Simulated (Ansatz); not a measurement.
Write the native input for Ansatz 0.2.0 that does the following.

* Task: single point
* Functional: PBE
* Potentials or basis: all-electron LAPW, scalar-relativistic
* Cutoff: 335 eV (chosen from the basis error)
* Basis error allowed: 0.001 eV/atom
* k mesh: 10 × 10 × 9
* Occupations: gaussian, width 0.016 eV
* Spin: no spin polarisation

The system is WC (Qusongite).

```
W C
1.0
     2.90650    0.00000    0.00000
    -1.45325    2.51710    0.00000
     0.00000    0.00000    2.83660
W C
1 1
Direct
  0.00000 0.00000 0.00000
  0.66667 0.33333 0.50000
```

These files were run (other wordings do the same):

input.yaml

```yaml
crystal:
  lattice:
    - [2.9065, 0.0, 0.0]
    - [-1.45325, 2.5171028361, 0.0]
    - [0.0, 0.0, 2.8366]
  atoms:
    - { symbol: W, position: [0.0, 0.0, 0.0] }
    - { symbol: C, position: [0.6666666667, 0.3333333333, 0.5] }
kpoints:
  mp_grid: { grid: [10, 10, 9] }
scf:
  occupations: { method: gaussian, width: 0.016 }
hamiltonian:
  xc: pbe
  pseudopotentials: { kind: all_electron, lapw: { basis_error: 0.001 } }
output:
  forces: true
  stress: true
  eigenvalues: true
```

Potentials or basis: all-electron LAPW, scalar-relativistic.

Launch:

```console
$ ansatz run input.yaml --threads 1 --pin off --max-ram 3072MiB --backend cpu --events-out ev --progress --plain --runs-dir out
```

It gave:

```json
{"Pressure": "5.7 GPa", "Band gap on the k mesh": "none (metal or under the smearing width)"}
```

Wall time 24 s on 1 thread of Arm Neoverse V2, on a shared host, peak memory 0.33 GiB.
